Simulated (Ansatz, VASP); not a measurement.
# CaB2H2 in VASP and in Ansatz

```
Ca B H
1.0
     3.47672    0.00000    0.00000
    -1.73836    3.01093    0.00000
     0.00000    0.00000    3.97929
Ca B H
1 2 2
Direct
  0.00000 0.00000 0.00000
  0.33333 0.66667 0.46284
  0.66667 0.33333 0.53716
  0.33333 0.66667 0.15117
  0.66667 0.33333 0.84883
```

The cell comes from a database or a generator and needn't be the stable form of this composition.

Alike in both runs: task single point; functional PBE; k mesh 9 × 9 × 7; occupations fermi-dirac, width 0.05 eV; no spin polarisation.

|  | VASP | Ansatz |
| --- | --- | --- |
| version | VASP 6.6.1 | Ansatz 0.2.0 |
| potentials or method | VASP PAW PBE potentials, release 64 (Ca_sv, B, H) | Ansatz PAW |
| plane-wave cutoff (eV) | 520 | 420 |
| valence electrons in the cell | 18 | 18 |

```csv
,VASP,Ansatz,Ansatz less VASP
gap on the k mesh at the Fermi level (eV),0.18,0.19,+0.004
least direct gap on the mesh (eV),1.89,1.89,+0.004
pressure (GPa),-0.1,-0.4,-0.31
rms of the force components (eV/Å),0.016,0.019,+0.0031
```

Atom by atom the forces differ by 0.005 eV/Å (rms over components).

Caveats: an odd mesh through Γ misses points on the zone boundary, where band edges often lie (VASP); odd divisions of the mesh miss points on the zone boundary, where band edges often lie, so the gap on the mesh can be too wide (Ansatz).
